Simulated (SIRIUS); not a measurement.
Hf:

```xyz
1
Lattice="-1.6950 1.6521 1.6409 1.8765 -1.6516 1.8218 1.9411 1.8976 -1.6403" Properties=species:S:1:pos:R:3 pbc="T T T"
Hf    0.0000    0.0000    0.0000
```

This isn't the form of Hf at room conditions, which is hcp.

| Quantity | Value |
| --- | --- |
| Program | SIRIUS 7.10.0 |
| Task | relaxation of cell and atoms |
| Functional | PBEsol |
| Dispersion | D3 |
| Potentials or basis | PseudoDojo 0.4.1 PBE standard (scalar relativistic) |
| Cutoff | 807 eV |
| Density cutoff | 3227 eV |
| k mesh | 5 × 4 × 4 |
| Occupations | fermi-dirac, width 0.05 eV |
| Spin | no spin polarisation |

At the start: pressure -9.2 GPa; volume 23.30 Å³/atom.

Q: How do energy, volume and symmetry change on relaxing?

A: Over 23 steps the energy falls by 185.6 meV/atom and the volume is 21.04 Å³/atom (-9.7 %); space group Fmmm (No. 69, to 0.05 Å).

The path:
```tsv
step	energy change (eV)	largest force (eV/Å)	pressure (GPa)	volume (Å³)
1	0.0000	0.0000	-9.20	23.30
2	-0.0969	0.0000	-4.06	22.00
3	-0.1659	0.0000	5.08	20.37
4	-0.1784	0.0000	2.25	20.77
5	-0.1835	0.0000	0.12	21.09
6	-0.1836	0.0000	-0.04	21.12
7	-0.1836	0.0000	-0.11	21.12
8	-0.1837	0.0000	-0.13	21.11
9	-0.1831	0.0000	-0.06	21.04
10	-0.1839	0.0000	-0.12	21.09
11	-0.1842	0.0000	-0.12	21.07
12	-0.0452	0.0000	6.42	20.09
13	-0.1845	0.0000	-0.11	21.05
14	-0.1846	0.0000	-0.01	21.04
15	-0.1847	0.0000	0.00	21.04
16	-0.1847	0.0000	0.03	21.03
17	-0.1849	0.0000	0.09	21.02
18	-0.1852	0.0000	0.15	21.01
19	-0.1854	0.0000	0.12	21.02
20	-0.1855	0.0000	0.03	21.03
21	-0.1856	0.0000	-0.03	21.04
22	-0.1856	0.0000	-0.05	21.04
23	-0.1856	0.0000	-0.04	21.04
```

Final structure:
```cif
data_structure
_symmetry_space_group_name_H-M 'P 1'
_symmetry_Int_Tables_number 1
_cell_length_a 2.9592
_cell_length_b 3.0570
_cell_length_c 3.0544
_cell_angle_alpha 106.643
_cell_angle_beta 111.223
_cell_angle_gamma 111.298
_cell_volume 21.04
loop_
_atom_site_label
_atom_site_type_symbol
_atom_site_fract_x
_atom_site_fract_y
_atom_site_fract_z
_atom_site_occupancy
Hf1 Hf 0.00000 0.00000 0.00000 1
```

Caveat: the k mesh is coarse (spacing up to 0.59 Å⁻¹), so the values aren't converged; the potentials were made for another functional, which shifts forces and pressure; pairwise dispersion overbinds metals, which lowers pressure and volume.
